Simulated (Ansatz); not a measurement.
The system is Fe.

```
Fe
1.0
    -1.44300    1.44300    1.44300
     1.44300   -1.44300    1.44300
     1.44300    1.44300   -1.44300
Fe
1
Direct
  0.00000 0.00000 0.00000
```

| Quantity | Value |
| --- | --- |
| Program | Ansatz 0.2.0 |
| Task | relaxation of cell and atoms |
| Functional | LDA |
| Potentials or basis | Ansatz PAW |
| Cutoff | 420 eV (not typed: the program's choice for these potentials) |
| k mesh | 13 × 13 × 13 |
| Occupations | fermi-dirac, width 0.05 eV |
| Spin | collinear spin, ferromagnetic start |
| Starting moments | [3.0] μB |

At the start: volume 12.02 Å³/atom.

Task: Where does the relaxation end?

Result: It ends after 8 steps and the volume is 10.41 Å³/atom (-13.4 %); space group Im-3m (No. 229, to 0.05 Å); moment 2.00 μB per cell.

The path:
```tsv
step	energy change (eV)	largest force (eV/Å)	volume (Å³)
1	0.0000	0.0000	12.02
2	-0.1362	0.0000	10.91
3	-0.1512	0.0000	10.19
4	-0.1549	0.0000	10.43
5	-0.1549	0.0000	10.41
6	-0.1540	0.0000	10.41
7	-0.1540	0.0000	10.41
8	-0.1540	0.0000	10.41
```

Final structure:
```yaml
crystal:
  lattice:
    - [-1.37535, 1.37535, 1.37535]
    - [1.37535, -1.37535, 1.37535]
    - [1.37535, 1.37535, -1.37535]
  atoms:
    - { symbol: Fe, position: [0.00000, 0.00000, 0.00000] }
```

Caveat: the plane-wave basis is chosen anew once the cell has moved, so the energies of steps on either side of that aren't comparable; the volume moved by -13 % from the deposited cell, more than functionals usually miss; the PAW data sets come from PBE, with cores solved anew for the run's functional, which leaves a small shift of forces and pressure.
